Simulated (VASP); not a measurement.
# Cd (Im-3m) in VASP: equation of state

Aim: energy against volume of Cd in PBE, for its equilibrium volume and stiffness.

Program: VASP 6.6.1. These are calculated values, not measurements. Logs are shortened: lines on timing, memory, paths and dates and some standing lists are left out, and cuts for length are marked.

### Step 1. Starting point

Symmetry: Im-3m, No. 229, cubic system. The conventional cell has a = 3.569 Å, b = 3.569 Å, c = 3.569 Å, α = 90.00°, β = 90.00°, γ = 90.00°. Cd (site symmetry m-3m) is surrounded by 8 Cd at 3.09 Å.

This isn't the form of Cd at room conditions, which is hcp.

### Step 2. Equation of state, PBE, 21.36 Å³/atom (volume scaled by 0.94)

The input, INCAR:

```
SYSTEM = Cd
PREC = Accurate
ENCUT = 520
EDIFF = 1E-7
ISMEAR = -1
SIGMA = 0.05
LREAL = .False.
LASPH = .True.
NELM = 80
ALGO = Normal
ISIF = 2
LWAVE = .False.
LCHARG = .False.
GGA = PE
NBANDS = 12
```

The input, KPOINTS:

```
Automatic mesh
0
Gamma
  10 10 10
  0 0 0
```

The input, POSCAR:

```
Cd
1.0
   -1.7478970447      1.7478970447      1.7478970447
    1.7478970447     -1.7478970447      1.7478970447
    1.7478970447      1.7478970447     -1.7478970447
Cd
1
Direct
    0.0000000000      0.0000000000      0.0000000000
```

Potentials or basis: VASP PAW PBE potentials, release 64 (Cd).

Started as:

```bash
$ cat potpaw_PBE.64/Cd/POTCAR > POTCAR
$ mpirun -np 1 vasp_std > vasp.out
```

OUTCAR:

```text
SYSTEM = Cd
   PREC = Accurate
   ENCUT = 520
   EDIFF = 1E-7
   ISMEAR = -1
   LREAL = .False.
   LASPH = .True.
   NELM = 80
   ISIF = 2
   GGA = PE

 ion  position               nearest neighbor table
   1  0.000  0.000  0.000-

  LATTYP: Found a body centered cubic cell.
 ALAT       =     3.4957940894

  Lattice vectors:

 A1 = (  -1.7478970447,   1.7478970447,   1.7478970447)
 A2 = (   1.7478970447,  -1.7478970447,   1.7478970447)
 A3 = (   1.7478970447,   1.7478970447,  -1.7478970447)

Analysis of symmetry for initial positions (statically):
=====================================================================
 Subroutine PRICEL returns:
 Original cell was already a primitive cell.

 Routine SETGRP: Setting up the symmetry group for a
 body centered cubic supercell.

 Subroutine GETGRP returns: Found 48 space group operations
 (whereof 48 operations were pure point group operations)
 out of a pool of 48 trial point group operations.

The static configuration has the point symmetry O_h .

Analysis of symmetry for dynamics (positions and initial velocities):
=====================================================================
 Subroutine PRICEL returns:
 Original cell was already a primitive cell.

 Routine SETGRP: Setting up the symmetry group for a
 body centered cubic supercell.

 Subroutine GETGRP returns: Found 48 space group operations
 (whereof 48 operations were pure point group operations)
 out of a pool of 48 trial point group operations.

The dynamic configuration has the point symmetry O_h .

 Subroutine INISYM returns: Found 48 space group operations
 (whereof 48 operations are pure point group operations),
 and found     1 'primitive' translations

----------------------------------------------------------------------------------------

                                     Primitive cell

  volume of cell :      21.3603

  direct lattice vectors                    reciprocal lattice vectors
    -1.747897045  1.747897045  1.747897045     0.000000000  0.286058038  0.286058038
     1.747897045 -1.747897045  1.747897045     0.286058038  0.000000000  0.286058038
     1.747897045  1.747897045 -1.747897045     0.286058038  0.286058038  0.000000000

  length of vectors
     3.027446488  3.027446488  3.027446488     0.404547158  0.404547158  0.404547158

  position of ions in fractional coordinates (direct lattice)
     0.000000000  0.000000000  0.000000000

  ion indices of the primitive-cell ions
   primitive index   ion index
                 1           1

----------------------------------------------------------------------------------------

 KPOINTS: Automatic mesh

Automatic generation of k-mesh.
 Grid dimensions read from file:
 generate k-points for:   10   10   10

 Generating k-lattice:

  Cartesian coordinates                     Fractional coordinates (reciprocal lattice)
     0.000000000  0.028605804  0.028605804     0.100000000  0.000000000  0.000000000
     0.028605804  0.000000000  0.028605804     0.000000000  0.100000000  0.000000000
     0.028605804  0.028605804  0.000000000     0.000000000  0.000000000  0.100000000

  Length of vectors
     0.040454716  0.040454716  0.040454716

  Shift w.r.t. Gamma in fractional coordinates (k-lattice)
     0.000000000  0.000000000  0.000000000

 Subroutine IBZKPT returns following result:
 ===========================================

 Found     47 irreducible k-points:

 Following reciprocal coordinates:
            Coordinates               Weight
  0.000000  0.000000  0.000000      1.000000
  0.100000  0.000000  0.000000     12.000000
  0.200000  0.000000  0.000000     12.000000
  0.300000  0.000000  0.000000     12.000000
  0.400000  0.000000  0.000000     12.000000
  0.500000  0.000000  0.000000      6.000000
[... 39 lines left out ...]
  0.500000  0.500000  0.400000     12.000000
  0.500000  0.500000  0.500000      1.000000
   k-points           NKPTS =     47   k-points in BZ     NKDIM =     47   number of bands    NBANDS=     12
   number of dos      NEDOS =    301   number of ions     NIONS =      1
   total plane-waves  NPLWV =  13824
   dimension x,y,z NGX =    24 NGY =   24 NGZ =   24
   dimension x,y,z NGXF=    48 NGYF=   48 NGZF=   48
   ions per type =               1
   NGX,Y,Z   is equivalent  to a cutoff of  13.18, 13.18, 13.18 a.u.
   NGXF,Y,Z  is equivalent  to a cutoff of  26.36, 26.36, 26.36 a.u.
 SYSTEM =  Cd
   PREC   = accura    normal or accurate (medium, high low for compatibility)
   ISTART =      0    job   : 0-new  1-cont  2-samecut
   ICHARG =      2    charge: 1-file 2-atom 10-const
   ISPIN  =      1    spin polarized calculation?
   LNONCOLLINEAR =      F non collinear calculations
   LSORBIT =      F    spin-orbit coupling
   LASPH  =      T    aspherical Exc in radial PAW
   ENCUT  =  520.0 eV  38.22 Ry    6.18 a.u.   5.63  5.63  5.63*2*pi/ulx,y,z
   NELM   =     80;   NELMIN=  2; NELMDL= -5     # of ELM steps
   EDIFF  = 0.1E-06   stopping-criterion for ELM
   LREAL  =      F    real-space projection
   EDIFFG = 0.1E-05   stopping-criterion for IOM
   NSW    =      0    number of steps for IOM
   IBRION =     -1    ionic relax: 0-MD 1-quasi-New 2-CG
   NFREE  =      0    steps in history (QN), initial steepest desc. (CG)
   ISIF   =      2    stress and relaxation
   ISYM   =      2    0-nonsym 1-usesym 2-fastsym
   POTIM  = 0.5000    time-step for ionic-motion
   TEBEG  =    0.0;   TEEND  =   0.0 temperature during run
   PSTRESS=    0.0 pullay stress
   NELECT =      12.0000    total number of electrons
   NUPDOWN=      -1.0000    fix difference up-down
   EMIN   =  10.00;   EMAX   =-10.00  energy-range for DOS
   EFERMI =   0.00;   METHOD = LEGACY
   ISMEAR =    -1;   SIGMA  =   0.05  broadening in eV -4-tet -1-fermi 0-gaus
   EFERMI_NEDOS =   21; number of points for ismear=-14 and -15
   IALGO  =     38    algorithm
   IMIX   =      4    mixing-type and parameters
     AMIX     =   0.40;   BMIX     =  1.00
     AMIX_MAG =   1.60;   BMIX_MAG =  1.00
  volume/ion in A,a.u.               =      21.36       144.15
  Fermi-wavevector in a.u.,A,eV,Ry     =   1.350826  2.552691 24.826970  1.824731
  Thomas-Fermi vector in A             =   2.478298
   LORBIT       =      0    0 simple, 1 ext, 2 COOP (PROOUT), +10 PAW based schemes
   GGA     = PE    functional components
   LHFCALC =     F    Hartree Fock is set to
   AEXX    =    0.0000 exact exchange contribution
   IVDW    =     0    specifies the selected vdW correction
   LEPSILON=     F    determine dielectric tensor
   LRPA    =     F    only Hartree local field effects (RPA)
 non-spin polarized calculation
  energy-cutoff  :      520.00
  volume of cell :       21.36
 maximum number of plane-waves:       603
   NGX = 11   NGY = 11   NGZ = 11

 number of electron      11.9999993 magnetization

 Free energy of the ion-electron system (eV)
  ---------------------------------------------------
  ext. energy  EPLUGINS =         0.00000000
  ---------------------------------------------------
  free energy    TOTEN  =        -0.66971614 eV

  energy without entropy =       -0.66529888  energy(sigma->0) =       -0.66750751

 E-fermi :   3.2521     XC(G=0): -11.1045

 val. band max:        3.2072033554   @ k =  -0.4000   0.4000   0.4000
 cond. band min:       3.2840934211   @ k =  -0.4000  -0.4000   0.1000
 fundamental gap:      0.0768900657
 Fermi energy:         3.2521181189

 k-point     1 :       0.0000    0.0000    0.0000
  band No.  band energies     occupation
      1      -6.2860      2.00000
      2      -6.2860      2.00000
      3      -6.2860      2.00000
      4      -5.9479      2.00000
      5      -5.6061      2.00000
      6      -5.6061      2.00000
      7      18.7007      0.00000
      8      18.7007      0.00000
      9      18.7007      0.00000
     10      19.8079      0.00000
     11      19.8079      0.00000
     12      19.8079      0.00000

 k-point     2 :       0.1000    0.0000    0.0000
  band No.  band energies     occupation
      1      -6.3200      2.00000
      2      -6.2873      2.00000
      3      -6.1875      2.00000
      4      -5.6933      2.00000
      5      -5.6047      2.00000
      6      -5.6045      2.00000
      7      16.2262      0.00000
      8      17.8094      0.00000
      9      18.3280      0.00000
     10      18.3867      0.00000
     11      18.8523      0.00000
     12      19.5007      0.00000

 k-point     3 :       0.2000    0.0000    0.0000
  band No.  band energies     occupation
      1      -6.4080      2.00000
      2      -6.3619      2.00000
      3      -5.9204      2.00000
      4      -5.7048      2.00000
      5      -5.5992      2.00000
      6      -4.7365      2.00000
      7      12.1460      0.00000
      8      15.9568      0.00000
      9      16.1558      0.00000
     10      17.8201      0.00000
     11      18.2310      0.00000
     12      20.4353      0.00000

 k-point     4 :       0.3000    0.0000    0.0000
  band No.  band energies     occupation
      1      -6.5266      2.00000
      2      -6.5151      2.00000
      3      -5.6972      2.00000
      4      -5.5901      2.00000
      5      -5.5691      2.00000
      6      -3.2314      2.00000
      7       8.2395      0.00000
      8      14.3114      0.00000
      9      14.4722      0.00000
     10      17.3529      0.00000
     11      17.8632      0.00000
     12      22.0506      0.00000

 k-point     5 :       0.4000    0.0000    0.0000
  band No.  band energies     occupation
      1      -6.6873      2.00000
      2      -6.6002      2.00000
      3      -5.6594      2.00000
      4      -5.5806      2.00000
      5      -5.2650      2.00000
      6      -1.1803      2.00000
      7       4.7218      0.00000
      8      13.0772      0.00000
      9      13.5389      0.00000
     10      17.0693      0.00000
     11      17.7133      0.00000
     12      24.1750      0.00000
[... 468 lines left out ...]
      1      -6.3761      2.00000
      2      -6.2302      2.00000
      3      -6.0218      2.00000
      4      -5.7680      2.00000
      5      -5.4318      2.00000
      6      -0.2700      2.00000
      7       7.7575      0.00000
      8       8.2822      0.00000
      9      13.2311      0.00000
     10      13.9454      0.00000
     11      20.7957      0.00000
     12      21.5853      0.00000

 k-point    38 :       0.5000    0.5000    0.2000
  band No.  band energies     occupation
      1      -6.5373      2.00000
      2      -6.2085      2.00000
      3      -6.1003      2.00000
      4      -5.7461      2.00000
      5      -5.1827      2.00000
      6       2.3545      2.00000
      7       2.8796      1.99884
      8       9.6879      0.00000
      9      11.7705      0.00000
     10      18.2132      0.00000
     11      18.6583      0.00000
     12      21.0544      0.00000

 k-point    39 :      -0.4000    0.5000    0.2000
  band No.  band energies     occupation
      1      -6.4754      2.00000
      2      -6.2833      2.00000
      3      -6.0939      2.00000
      4      -5.6291      2.00000
      5      -5.2745      2.00000
      6       2.0129      2.00000
      7       4.7874      0.00000
      8       7.4144      0.00000
      9      13.0809      0.00000
     10      15.5900      0.00000
     11      18.0239      0.00000
     12      21.1212      0.00000

 k-point    40 :      -0.4000   -0.4000    0.2000
  band No.  band energies     occupation
      1      -6.4144      2.00000
      2      -6.4144      2.00000
      3      -6.1120      2.00000
      4      -5.3936      2.00000
      5      -5.3936      2.00000
      6       4.2611      0.00000
      7       4.6172      0.00000
      8       4.6172      0.00000
      9      15.0226      0.00000
     10      15.4710      0.00000
     11      15.4710      0.00000
     12      20.9491      0.00000

 [... further k-points ...]

------------------------ aborting loop because EDIFF is reached ----------------------------------------

  FORCE on cell =-STRESS in cart. coord.  units (eV):
  Direction    XX          YY          ZZ          XY          YZ          ZX
  --------------------------------------------------------------------------------------
  -------------------------------------------------------------------------------------
  Total        0.5994647      0.5994647      0.5994647      0.0000000     -0.0000000      0.0000000
  in kB       44.9641760     44.9641760     44.9641760      0.0000000     -0.0000000      0.0000000
  external PRESSURE =      44.9641760 kB  Pullay stress =       0.0000000 kB

 VOLUME and BASIS-vectors are now :
 -----------------------------------------------------------------------------
  energy-cutoff  :      520.00
  volume of cell :       21.36
      direct lattice vectors                 reciprocal lattice vectors
    -1.747897045  1.747897045  1.747897045     0.000000000  0.286058038  0.286058038
     1.747897045 -1.747897045  1.747897045     0.286058038  0.000000000  0.286058038
     1.747897045  1.747897045 -1.747897045     0.286058038  0.286058038  0.000000000

 POSITION                                       TOTAL-FORCE (eV/Angst)
 -----------------------------------------------------------------------------------
      0.00000      0.00000      0.00000        -0.000000      0.000000      0.000000
 -----------------------------------------------------------------------------------
    total drift:                                0.000000      0.000000      0.000000

  FREE ENERGIE OF THE ION-ELECTRON SYSTEM (eV)
  ---------------------------------------------------
  free  energy   TOTEN  =        -0.6697161354 eV

  energy  without entropy=       -0.6652988797  energy(sigma->0) =       -0.66750751
```

Run time: 14 s. Hardware: 1 thread of Intel Xeon Platinum 8375C at 2.90GHz (Ice Lake), shared host; peak memory 0.14 GiB.

What came out:

```yaml
Free_energy: -0.6697 eV
Pressure: 4.5 GPa
Band_gap_on_the_k_mesh: none (metal or under the smearing width)
```

(Part 1 of 2 ends here.)
